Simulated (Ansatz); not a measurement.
# Al₂Ru: how the energy converges with the cutoff

Al₂Ru, P1, a = 5.864 Å, b = 4.928 Å, c = 4.626 Å, α, β, γ = 74.8°, 53.3°, 49.8°. Ansatz: PBEsol, PAW, cutoff varied, Γ-centred 8×8×8 mesh on 6 atoms, Gaussian smearing 0.01 eV; no spin polarisation. Single points at one geometry with displaced atoms, the cutoff alone changed; ΔE is the energy at zero smearing over the run at 600 eV. The runs up to 350 eV lie under the cutoff recommended for these PAW datasets.

| cutoff (eV) | ΔE (meV/atom) |
| --- | --- |
| 200 | 3229.45 |
| 250 | 598.04 |
| 300 | 86.10 |
| 350 | 9.56 |
| 420 | ? |

**Question.** Assume ΔE falls exponentially with the cutoff, fit y = ln ΔE against x, the cutoff in eV, to the other rows, and predict the missing value.

**Answer.** y = 8.080, 6.394, 4.456, 2.258. Means x = 275.0, y = 5.2970; Σ(Δx)² = 12500, ΣΔxΔy = -485.1; the slope is their ratio. y = 15.97 − 0.03881 x, a factor of ten per 59 eV. At 420 eV this gives ΔE = 0.72 meV/atom. The run gave 0.94, a ratio of 0.77. Between neighbouring rows the decay runs from a factor of ten per 52 eV to one per 69 eV, so one exponential is only a rough guide.

Cost: 6 runs of about 7.7 core-minutes in all, on Intel Xeon Processor @ 2.50GHz (Skylake/Cascade Lake) (shared hosts).